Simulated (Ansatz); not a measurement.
Set up this calculation in Ansatz 0.2.0, as the native input.

* Task: relaxation of cell and atoms
* Functional: PBEsol
* Potentials or basis: all-electron LAPW, scalar-relativistic
* Basis error allowed: 0.001 eV/atom
* k mesh: 10 × 10 × 8
* Occupations: fermi-dirac, width 0.05 eV
* Spin: collinear spin, ferromagnetic start
* Starting moments: [1.0, 1.0] μB
* Target pressure: 5 GPa

TiNi:

```
Ni Ti
1.0
     2.73580    0.00000    0.00000
     0.00000    2.73580    0.00000
     0.00000    0.00000    3.58141
Ni Ti
1 1
Direct
  0.00000 0.00000 0.00000
  0.50000 0.50000 0.50000
```

The cell comes from a database or a generator and needn't be the stable form of this composition.

One way to write it, as run:

input.yaml

```yaml
crystal:
  lattice:
    - [2.735803, 0.0, 0.0]
    - [0.0, 2.735803, 0.0]
    - [0.0, 0.0, 3.58141]
  atoms:
    - { symbol: Ni, position: [0.0, 0.0, 0.0], spin: 1.0 }
    - { symbol: Ti, position: [0.5, 0.5, 0.5], spin: 1.0 }
kpoints:
  mp_grid: { grid: [10, 10, 8] }
scf:
  occupations: { method: fermi_dirac, width: 0.05 }
hamiltonian:
  xc: pbesol
  pseudopotentials: { kind: all_electron, lapw: { basis_error: 0.001 } }
magnetization:
  spin_polarized: true
output:
  forces: true
  stress: true
relax:
  f_tol: 0.005
  max_steps: 60
  cell: { p_target: 5 }
```

Potentials or basis: all-electron LAPW, scalar-relativistic.

Launch:

```bash
$ ansatz run input.yaml --threads 2 --pin off --max-ram 6144MiB --backend cpu --events-out ev --progress --plain --runs-dir out
```

It gave:

```json
{"Relaxed volume": "12.57 Å³/atom", "Relaxed cell": "a = 2.699 Å, b = 2.699 Å, c = 3.452 Å, α = 90.00°, β = 90.00°, γ = 90.00°", "Space group after relaxing (to 0.05 Å)": "P4/mmm (No. 123)", "Energy change on relaxing (the enthalpy is what falls)": "-6.6 meV/atom", "Ionic steps": "6", "Pressure after relaxing": "5.0 GPa", "Net moment": "0.00 μB per cell", "Absolute moment": "0.00 μB per cell"}
```

Caveat: the starting moments weren't kept.

It took 93 s on 2 threads of AMD EPYC 7R43 64-Core Processor (Zen 3) (shared host), peak memory 0.67 GiB.
